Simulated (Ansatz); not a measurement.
This Ansatz 0.2.0 run on TiAl3 needs a look.

input.yaml

```yaml
crystal:
  lattices: [[2.839677, 0.0, 0.0], [0.0, 4.681264, 0.0], [0.0, 0.0, 4.900742]]
  atoms:
    - { symbol: Ti, position: [0.0, 0.5, 0.165916] }
    - { symbol: Al, position: [0.0, 0.0, 0.8359] }
    - { symbol: Al, position: [0.5, 0.0, 0.330912] }
    - { symbol: Al, position: [0.5, 0.5, 0.667271] }
hamiltonian:
  xc: pbesol
  pseudopotentials: { kind: paw }
kpoints:
  mp_grid: { grid: [9, 6, 6] }
scf:
  occupations: { method: fermi_dirac, width: 0.05 }
  max_iter: 75
output:
  forces: true
  stress: true
  eigenvalues: true
relax:
  f_tol: 0.01
  max_steps: 40
  cell: { stress_tol: 0.05 }
```

Potentials or basis: Ansatz PAW.

Command:

```bash
$ ansatz run input.yaml --threads 2 --pin off --max-ram 5632MiB --backend cpu --events-out ev --progress --plain --runs-dir out
```

Output:

```text
Error: YAML parse error: error: line 2 column 3: unknown field `lattices`, expected one of checkpoint, saddle_side, structure_sha256, lattice, periodic, space_group, setting, atoms, reduce_to_primitive, conventional_axes, supercell, defects, symmetry, host
 --> <input>:2:3
  |
1 | crystal:
2 |   lattices: [[2.839677, 0.0, 0.0], [0.0, 4.681264, 0.0], [0.0, 0.0,…
  |   ^ unknown field `lattices`, expected one of checkpoint, saddle_side, structure_sha256, lattice, periodic, space_group, setting, atoms, reduce_to_primitive, conventional_axes, supercell, defects, symmetry, host
3 |   atoms:
4 |     - { symbol: Ti, position: [0.0, 0.5, 0.165916] }
  |
```

Q: How did it end, and where is the flaw?

A: The input was rejected before any iteration. The input holds a flaw that was put in on purpose: a misspelt key (crystal.lattice = lattices).
